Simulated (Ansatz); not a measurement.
# FeO (I4/mmm) in Ansatz: equation of state, part 2 of 2

Ansatz 0.2.0. Earlier steps stand in the parts before.

## Step 8: Single point, PBE, collinear spin, ferromagnetic start, 11.34 Å³/atom (volume scaled by 1.06)

File input.yaml:

```yaml
crystal:
  lattice:
    - [-1.6335251827, 1.6335251827, 2.1242534522]
    - [1.6335251827, -1.6335251827, 2.1242534522]
    - [1.6335251827, 1.6335251827, -2.1242534522]
  atoms:
    - { symbol: Fe, position: [0.0, 0.0, 0.0], spin: 3.0 }
    - { symbol: O, position: [0.5, 0.5, 0.0] }
hamiltonian:
  xc: pbe
  pseudopotentials: { kind: paw }
magnetization:
  spin_polarized: true
kpoints:
  mp_grid: { grid: [12, 12, 12] }
scf:
  occupations: { method: fermi_dirac, width: 0.05 }
output:
  forces: true
  stress: true
  eigenvalues: true
```

Potentials or basis: Ansatz PAW.

The run is started by

```console
$ ansatz run input.yaml --threads 2 --pin off --max-ram 5120MiB --backend cpu --events-out ev --progress --plain --runs-dir out
```

The program printed:

```text
Warning: RAYON_NUM_THREADS=2 ignored (pool sized by the plan → 2); use --threads N
Engine: ansatz 0.2.0, x86_64-unknown-linux-gnu
Pseudopotentials: kind: paw
Pseudopotential: Fe, paw, valence charge 16, recommended cutoff 420 eV (normal), Fe.paw.azcp
Pseudopotential: O, paw, valence charge 6, recommended cutoff 420 eV (normal), O.paw.azcp
Functional definition: PBE
  parameter kappa = 0.804
  parameter beta = 0.06672455060314922
  exchange = pbe_x(kappa = kappa, mu = beta*pi^2/3)
  correlation = pbe_c(beta = beta)
Crystal: 2 atoms, lattice volume = 22.673 Å³
Basis set: ecut = 420 eV, 451 PW (Γ), exchange–correlation on 48×48×48 points (8 copies of the dense FFT grid, shifted against one another)
Bands: 17, of which v1, the nominal top of the filled ones, is band 11 counted from 1 (10 counted from 0)
Symmetry: 16 space group operations
Space group: I4/mmm (ITA 139), of the structure as read, at distance tolerance 2.8e-5 Å
Magnetic group: BNS 139.531 (UNI 1191), of the structure as read, at distance tolerance 2.8e-5 Å
k-points: 163 of 1728
Non-local potential: Fe, projectors of the file, l = 0: 3, l = 1: 2, l = 2: 3, l = 3: 1
Non-local potential: O, projectors of the file, l = 0: 2, l = 1: 2, l = 2: 1
PAW form: soft (Blöchl's): semilocal exchange-correlation on the pseudo side does not see the compensation charge
PAW one-centre angular grid: Fe, 590 points (default); XC on 64 Gauss nodes
PAW one-centre angular grid: O, 110 points (default); XC on 64 Gauss nodes
Initial density: superposition of atomic densities (chi_scale 0.1, normalization cell, long waves kept (reshape's long-wave potential 0.00 eV rms))
Starting moments: Σ|m| = 3 μB on 1 of 2 sites
Initial wavefunctions: pseudopotential atomic-orbital guess
[... 11 lines left out ...]
SCF iter   8: F=—  HF=-5046.956771 eV  |F-HF|=—  |Δ(HF+E_count)|=   1.11e-4  Δρ=1.13e-3 (↑1.13e-3 ↓8.35e-4)  dr2=5.26e-4  dr2_m=1.16e-5  M=4.005 μB ∫|m|=4.018 μB  β_m=0.58  ethr=2.09e-6  ⟨swp⟩=2.0  Hψ=10860  notcnv=0  defer=130
SCF iter   9: F=—  HF=-5046.956651 eV  |F-HF|=—  |Δ(HF+E_count)|=   1.20e-4  Δρ=2.60e-4 (↑2.60e-4 ↓2.13e-4)  dr2=1.74e-5  dr2_m=4.07e-6  M=4.005 μB ∫|m|=4.018 μB  β_m=0.58  ethr=2.09e-6  ⟨swp⟩=2.4  Hψ=8303  notcnv=0  defer=130
SCF iter  10: F=—  HF=-5046.956652 eV  |F-HF|=—  |Δ(HF+E_count)|=   1.20e-6  Δρ=9.52e-5 (↑8.32e-5 ↓9.52e-5)  dr2=1.63e-6  dr2_m=8.26e-7  M=4.005 μB ∫|m|=4.018 μB  β_m=0.79  ethr=7.93e-8  ⟨swp⟩=2.4  Hψ=8254  notcnv=0  defer=130
SCF iter  11: F=—  HF=-5046.956653 eV  |F-HF|=—  |Δ(HF+E_count)|=   7.47e-7  Δρ=4.45e-5 (↑9.78e-6 ↓4.45e-5)  dr2=1.24e-7  dr2_m=1.08e-7  M=4.005 μB ∫|m|=4.018 μB  β_m=0.89  ethr=7.42e-9  ⟨swp⟩=2.1  Hψ=8566  notcnv=0  defer=130
SCF iter  12: F=—  HF=-5046.956653 eV  |F-HF|=—  |Δ(HF+E_count)|=   2.16e-7  Δρ=7.33e-6 (↑3.75e-6 ↓7.33e-6)  dr2=1.45e-8  dr2_m=3.93e-9  M=4.005 μB ∫|m|=4.018 μB  β_m=0.95  ethr=5.66e-10  ⟨swp⟩=2.0  Hψ=9173  notcnv=0  defer=130
SCF iter  13: F=-5046.956653 eV  HF=-5046.956653 eV  |F-HF|=2.10e-10  |Δ(HF+E_count)|=   9.19e-9  Δρ=8.04e-7 (↑4.96e-7 ↓8.04e-7)  dr2=2.86e-10  dr2_m=3.27e-11  M=4.005 μB ∫|m|=4.018 μB  ethr=6.60e-11  ⟨swp⟩=3.5  Hψ=18754  notcnv=0
SCF 1 converged in 13 iterations: F = -5046.956653 eV  dr2 = 2.86e-10
SCF converged after 13 iterations
Magnetization: 4.0053 μB (13.0026 up, 8.9974 down)
Absolute magnetization: 4.0181 μB (∫|ρ↑−ρ↓|, with the PAW one-centre terms)
Spin contamination: 0.0125 ħ² per cell (⟨S²⟩ above its minimum at these occupations)
Per-site moments (μB) at R_I (Å): [(3.4272302839176745, 0.8762545490325001), (0.30019028719481433, 0.8762545490325001)]
Free energy (F): -5046.956653 eV
Harris-Foulkes:  -5046.956653 eV  (|F-HF|=2.10e-10)
Internal energy: -5046.941817 eV  (E = F + TS)
E sigma→0 (E₀):  -5046.949235 eV
Entropy (-TS):   -0.014836 eV (-7.418 meV/atom)
Fermi energy:    12.371843 eV
--- Per-component energies (eV) ---
  E_band       = -311.603422
  E_kinetic    = 511.037660
  E_local      = -2768.732032  (includes V_loc(G=0)·N_el)
  E_nonlocal   = 279.322426
  E_hartree    = 1123.703431
  E_xc         = -186.589057
  E_vxc        = -239.129878  (∫ρ·V_xc dr)
  E_paw        = -1529.205926  (= ΣΔE_a)
  E_vpaw       = -341.511512  (= ΣTr[D̂ρ^β])
  E_aug_tail   = 0.003075  (compensation charges beyond the density's cutoff)
  E_ewald      = -2476.481393
  E_smearing   = -0.014836  (= −TS)
  E_closure    = 0.000000  (closes the sum)
  Σ components = -5046.956653   (vs F -5046.956653, Δ=0.00e0)
--- Forces (eV/Å), atoms counted from 1 ---
  atom   1  Fe    -0.00000000    -0.00000000     0.00000000
  atom   2  O      0.00000000     0.00000000     0.00000000
  max |Σ_I F_I| component: 3.94e-31 eV/Å
--- Stress (GPa, compression-positive) ---
      -16.006988      -0.000000       0.000000
       -0.000000     -16.006988       0.000000
        0.000000      -0.000000     -15.326390
  P = ⅓ Tr σ = -15.7801 GPa (-157.801 kbar)
--- Band table (eV; the first three rows and the last of 326) ---
  k-point 0 ↑: bands = ["-77.5585", "-43.6363", "-43.5697", "-43.5697", "-7.5215", "8.5203", "8.5203", "8.6270", "8.7228", "8.7439", "8.8489", "8.9598", "8.9598", "11.8926", "27.2547", "28.3598", "28.3598"]
  k-point 1 ↑: bands = ["-77.5583", "-43.6372", "-43.5716", "-43.5702", "-7.4576", "7.6577", "8.2469", "8.4774", "8.5458", "8.7145", "9.0098", "9.2733", "9.6069", "12.4822", "26.0677", "27.4498", "27.9517"]
  k-point 2 ↑: bands = ["-77.5577", "-43.6396", "-43.5766", "-43.5714", "-7.2864", "6.6130", "7.9665", "8.2748", "8.3610", "8.7684", "9.3153", "9.5573", "9.8925", "13.8333", "24.8388", "25.0876", "26.3325"]
  k-point 162 ↓: bands = ["-73.4007", "-39.5602", "-39.5602", "-39.5359", "-5.9998", "6.3079", "8.2309", "8.2309", "10.6001", "13.0284", "13.0284", "13.1687", "13.3449", "18.2172", "21.4223", "22.8869", "25.9530"]
```

Run time: 8.6 s. Hardware: 2 threads of Intel Xeon at 2.70GHz, shared host; peak memory 0.42 GiB.

Results:

- Free energy: -5046.9567 eV
- Pressure: -15.8 GPa
- Band gap on the k mesh: none (metal or under the smearing width)
- Net moment: 4.01 μB per cell
- Absolute moment: 4.02 μB per cell
- Site moments: Fe +3.43; O +0.30 μB

Caveat: the pressure holds a Pulay correction of +0.6 GPa for the finite cutoff; a cell with one magnetic atom can't hold antiferromagnetic order, which such compounds often take; semilocal functionals often make such compounds metallic where correlation or magnetic order opens a gap, which also shifts bond lengths.

## Step 9: Equation of state, PBE, collinear spin, ferromagnetic start

Potentials or basis: Ansatz PAW.

This step only gathers the single runs of the series.

What came out:

```yaml
Equilibrium_volume: 10.13 Å³/atom
Bulk_modulus_at_fixed_shape_and_positions: 181 GPa
Pressure_derivative_of_the_bulk_modulus: 4.5
```

Energy against volume, from the lowest point:
```tsv
volume (Å³/atom)	energy (meV/atom)
10.053	0.00
10.267	0.73
10.481	6.17
10.695	15.83
10.909	29.26
11.123	46.03
11.337	65.77
```

Caveat: the cell was scaled at fixed shape and fractional positions, which overstates the stiffness of a crystal with free parameters, most of all of layers and chains.
